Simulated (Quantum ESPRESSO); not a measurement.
# MgO: phonon spectrum and thermodynamics under several settings

```xyz
2
Lattice="0.0000 2.0970 2.0970 2.0970 0.0000 2.0970 2.0970 2.0970 0.0000" Properties=species:S:1:pos:R:3 pbc="T T T"
Mg    0.0000    0.0000    0.0000
O     2.0970    2.0970    2.0970
```

The cell is a database's computed one.

All runs used Quantum ESPRESSO 7.5; k mesh 4 × 4 × 4, shifted; relaxed cell; no spin polarisation; cutoff 612 eV; occupations smeared at first, fixed for the response; q mesh 4 × 4 × 4.

```csv
level,potentials,volume (Å³/atom),pressure (GPa),highest frequency (cm⁻¹),zero-point energy (meV/atom),entropy at room temperature (k_B/atom)
LDA,GBRV 1.5 LDA,9.01,0.0,716,75.1,1.59
PBE,GBRV 1.5 PBE,?,-0.1,?,?,?
PBEsol,GBRV 1.5 PBEsol,9.36,0.0,693,72.1,1.68
```

Q: What stands in the row left open?

A: Volume 9.63 Å³/atom; highest frequency 680 cm⁻¹; zero-point energy 70.2 meV/atom; entropy at room temperature 1.75 k_B/atom.

Caveats: all runs use coarse meshes.

For the row left open. Caveat: the k mesh is coarse (spacing up to 0.65 Å⁻¹), so the values aren't converged.
